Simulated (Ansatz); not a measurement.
# MgB2H8: ²⁵Mg NMR of the central transition

Cell: a computed structure from the Materials Project (it need not be an observed phase), taken as it stands.

Space group I-4m2 (No. 119); a = 8.3362, c = 8.7604 Å.

```csv
site,Wyckoff,site symmetry,x,y,z
Mg1,2c,-4m2,0.0000,0.5000,0.2500
Mg2,2a,-4m2,0.0000,0.0000,0.0000
B,8i,.m.,0.0000,0.2235,0.1689
H7,8i,.m.,0.5000,0.2440,0.8056
H11,16j,1,0.1245,0.8511,0.1463
H19,8i,.m.,0.0000,0.6617,0.0808
```

One atom of each set is listed; the run and its k-mesh use a cell of 22 atoms with edges of 7.34, 7.34, 7.34 Å.

The numbers come from a DFT calculation in Ansatz (r2SCAN, plane waves and PAW, scalar-relativistic, 500 eV cutoff, Γ-centred 5×5×5 k-points, Fermi–Dirac smearing 0.02 eV).

²⁵Mg has I = 5/2 and Q = 199.4 mb (Pyykkö 2018); at 18.8 T its Larmor frequency is ν₀ = 49.0 MHz. Only the quadrupole interaction is simulated: positions count from each site's isotropic chemical shift, and shift anisotropy, dipolar and J coupling are left out.

The Mg sites: Mg1 (1 atom; 8 H at 2.00–2.09 Å); Mg2 (1 atom; 8 H at 2.06 Å).

Fitted components of the simulated spectrum:

```json
{"component": "A", "|C_Q| (MHz)": "4.21", "η": "0.00"}
{"component": "B", "|C_Q| (MHz)": "6.12", "η": "0.00"}
```

Q: Which site most likely gives which component?

A: By the calculation, A is Mg2, B is Mg1. An axis of threefold or higher order runs through Mg2 and Mg1, so V_zz lies along it and η is zero. Like point charges on the first shell alone (each adding as 1/d³) would put Mg2 above Mg1: the covalent part of each bond and the atoms beyond the first shell count as well.

The largest force is 0.3 eV/Å, so the atoms aren't at the calculated equilibrium and relaxing them would move these values.

Hardware: 1 thread of Arm Neoverse N1 (aarch64; 8 cores open to the job, memory cap 2.5 GiB, no GPU), a shared host with a load of 0.5 a core. Wall time 2 min, CPU time 2 min, peak memory 1.1 GiB.
